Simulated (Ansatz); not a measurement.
Random displacements in ZnS

All numbers below come from DFT LDA, scalar-relativistic, plane waves, PAW (Ansatz 0.2.0). Cutoff 420 eV, Γ-centred 12×12×4 k-points, Gaussian smearing of 0.05 eV. No spin polarisation. Energies are free energies at this smearing, counted from the undisturbed cell; pressure is positive in compression.

The undisturbed cell (as given, not relaxed at this level):

```
Zn S
1.0
     3.82270    0.00000    0.00000
    -1.91135    3.31056    0.00000
     0.00000    0.00000   12.52000
Zn S
4 4
Direct
  0.00000 0.00000 0.00000
  0.00000 0.00000 0.50000
  0.33333 0.66667 0.25000
  0.66667 0.33333 0.75000
  0.00000 0.00000 0.18750
  0.00000 0.00000 0.68750
  0.33333 0.66667 0.43750
  0.66667 0.33333 0.93750
```

The atoms are displaced (Å, in the unstrained cell):

```tsv
atom	ux	uy	uz
Zn1	0.156	-0.193	0.113
Zn2	-0.168	0.253	0.030
Zn3	-0.285	-0.037	0.115
Zn4	-0.105	-0.080	0.017
S5	0.068	0.101	0.039
S6	0.301	-0.205	-0.195
S7	-0.536	0.336	-0.160
S8	0.570	-0.174	0.041
```

The cell is not strained.

Problem. What are the energy change, the stress and the forces?

Solution. ΔE = 267.0 meV/atom; stress (xx, yy, zz, yz, xz, xy; compression positive) (0.55, -3.22, 1.91, 0.08, 0.92, -4.17) GPa; gap on the mesh 1.49 eV.
```csv
atom,Fx (eV/Å),Fy,Fz
Zn1,2.12,-1.24,0.66
Zn2,-1.97,1.28,-0.26
Zn3,1.13,-0.30,-1.28
Zn4,1.26,0.24,0.52
S5,-1.11,0.06,-0.63
S6,-1.10,-0.18,1.09
S7,2.49,-1.51,1.45
S8,-2.82,1.64,-1.54
```

Cost: 1 run of about 2.9 core-minutes, on Arm Neoverse V2 (shared hosts).